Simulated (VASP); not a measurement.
Input of a VASP 6.6.1 run:

POSCAR

```
InP
1.0
    0.0000000000      2.9538133435      2.9538133435
    2.9538133435      0.0000000000      2.9538133435
    2.9538133435      2.9538133435      0.0000000000
In P
1 1
Direct
    0.0000000000      0.0000000000      0.0000000000
    0.2500000000      0.2500000000      0.2500000000
```

File INCAR.step1:

```
PREC = Accurate
ENCUT = 520
EDIFF = 1E-5
ISMEAR = 0
SIGMA = 0.01
LREAL = F
LASPH = T
NELM = 60
ALGO = Normal
ISIF = 2
LWAVE = T
LCHARG = F
GGA = PE
NBANDS = 16
```

Contents of INCAR.step2:

```
PREC = Accurate
ENCUT = 520
EDIFF = 1E-7
ISMEAR = 0
SIGMA = 0.01
LREAL = F
LASPH = T
NELM = 60
ALGO = Normal
ISIF = 2
LWAVE = F
LCHARG = F
GGA = PE
LHFCALC = T
HFSCREEN = 0.2079
PRECFOCK = Normal
ISTART = 1
NBANDS = 16
```

File KPOINTS:

```
regular mesh
0
Gamma
  6 6 6
```

Potentials or basis: VASP PAW PBE potentials, release 64 (In_d, P).

Command:

```console
$ cat potpaw_PBE.64/In_d/POTCAR potpaw_PBE.64/P/POTCAR > POTCAR
$ cp INCAR.step1 INCAR
$ mpirun -np 1 vasp_std > vasp.out
$ cp INCAR.step2 INCAR
$ mpirun -np 1 vasp_std > vasp.out
```

**Question.** Estimate the pressure.

**Answer.** -0.3 GPa.

**Question.** Predict the band gap on the k mesh.

**Answer.** 1.35 eV.

Caveat: the PAW data sets were made with another functional, which shifts forces and pressure a little; spin-orbit coupling is left out, which moves the levels of the heavy elements.

**What was measured.**

From a printed reference work, data compilation, for a bulk crystal of InP at 1.6 K: band gap 1.4236 eV (direct).

Against the measured gap of InP, 1.4236 eV (direct; 1.6 K; a printed reference work, data compilation), the calculated 1.35 eV is off by -0.07 eV. Spin-orbit coupling on In is left out. The value is that of HSE06, without temperature or zero-point motion.
